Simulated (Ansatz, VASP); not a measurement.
Given: the input of a run of VASP 6.6.1 on TaN.

The input INCAR:

```
SYSTEM = TaN
PREC = Accurate
ENCUT = 900
EDIFF = 1E-6
ISMEAR = -1
SIGMA = 0.05
LREAL = .False.
LASPH = .True.
NELM = 100
ALGO = Normal
ISIF = 3
LWAVE = .False.
LCHARG = .False.
GGA = PE
IBRION = 2
NSW = 60
EDIFFG = -0.01
```

The input KPOINTS:

```
regular mesh
0
Gamma
  10 10 9
  0 0 0
```

POSCAR

```
TaN
1.0
    2.9380011100      0.0000000000      0.0000000000
   -1.4690005500      2.5443836000      0.0000000000
    0.0000000000      0.0000000000      2.8830022100
Ta N
1 1
Direct
    0.3333333333      0.6666666667      0.5000000000
    0.0000000000      0.0000000000      0.0000000000
```

Potentials or basis: VASP PAW PBE potentials, release 64 (Ta_pv, N).

Command:

```sh
$ cat potpaw_PBE.64/Ta_pv/POTCAR potpaw_PBE.64/N/POTCAR > POTCAR
$ mpirun -np 1 vasp_std > vasp.out
```

**Question.** Translate it to Ansatz 0.2.0. Potentials there: Ansatz PAW.

**Answer.** As run (the cutoff follows the program's own potentials):

Contents of input.yaml:

```yaml
crystal:
  lattice:
    - [2.93800111, 0.0, 0.0]
    - [-1.46900055, 2.5443836, 0.0]
    - [0.0, 0.0, 2.88300221]
  atoms:
    - { symbol: Ta, position: [0.3333333333, 0.6666666667, 0.5] }
    - { symbol: "N", position: [0.0, 0.0, 0.0] }
hamiltonian:
  xc: pbe
  pseudopotentials: { kind: paw }
kpoints:
  mp_grid: { grid: [10, 10, 9] }
scf:
  occupations: { method: fermi_dirac, width: 0.05 }
output:
  forces: true
  stress: true
  eigenvalues: true
relax:
  f_tol: 0.01
  max_steps: 40
  cell: { stress_tol: 0.05 }
```

Potentials or basis: Ansatz PAW.

Command:

```sh
$ ansatz run input.yaml --threads 2 --pin off --max-ram 5632MiB --backend cpu --events-out ev --progress --plain --runs-dir out
```

Both were run:

|  | VASP | Ansatz | Ansatz less VASP |
| --- | --- | --- | --- |
| gap on the k mesh at the Fermi level, each at its own relaxed structure (eV) | none | none | - |
| relaxed volume (Å³/atom) | 10.95 | 10.92 | -0.027 |
| relaxed cell length with the largest relative difference (Å) | 2.901 | 2.897 | -0.0031 |
| energy change over the relaxation (meV/atom) | -3 | -2 | +0.8 |

A gap of «none» marks a metal or a gap that the smearing closes. The two sets of potentials don't hold the same shells in valence.

Caveats: the plane-wave basis is chosen anew once the cell has moved, so the energies of steps on either side of that aren't comparable (Ansatz); the pressure holds a Pulay correction of +0.5 GPa for the finite cutoff (Ansatz). Spin-orbit coupling is left out, which matters for the levels of Ta. PBE usually gives volumes a little too large and moduli too small. Zero-point motion and thermal expansion aren't in these numbers.
